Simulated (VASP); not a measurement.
A run of VASP 6.6.1 is set up as follows.

Contents of INCAR:

```
SYSTEM = SnSe2
ALGO = Normal
EDIFF = 1E-6
EDIFFG = -0.01
ENCUT = 600
IBRION = 2
ISIF = 3
ISMEAR = 0
LASPH = .True.
LCHARG = .False.
LREAL = .False.
LWAVE = .False.
NELM = 80
NSW = 90
PREC = Accurate
PSTRESS = 100.0
SIGMA = 0.03
```

Contents of KPOINTS:

```
k-points
0
Gamma
  9 9 5
  0 0 0
```

Contents of POSCAR:

```
SnSe2
1.0
    3.8110000000      0.0000000000      0.0000000000
   -1.9055000000      3.3004228138      0.0000000000
    0.0000000000      0.0000000000      6.1360000000
Sn Se
1 2
Direct
    0.0000000000      0.0000000000      0.0000000000
    0.3333333333      0.6666666667      0.2490000000
    0.6666666667      0.3333333333      0.7510000000
```

Potentials or basis: VASP PAW LDA potentials, release 64 (Sn_d, Se).

Run with:

```sh
$ cat potpaw_LDA.64/Sn_d/POTCAR potpaw_LDA.64/Se/POTCAR > POTCAR
$ mpirun -np 1 vasp_std > vasp.out
```

(1) Estimate the space group after relaxing (to 0.05 Å).

(2) What does it give for the relaxed volume?

(3) What does it give for the band gap on the k mesh?

Results:

(1) P-3m1 (No. 164).

(2) 20.94 Å³/atom.

(3) none (metal or under the smearing width).

Caveat: the cell is relaxed towards a set pressure, so the enthalpy falls and the energy may rise; the volume moved by over 15 % at a fixed basis, so the end points are rough.
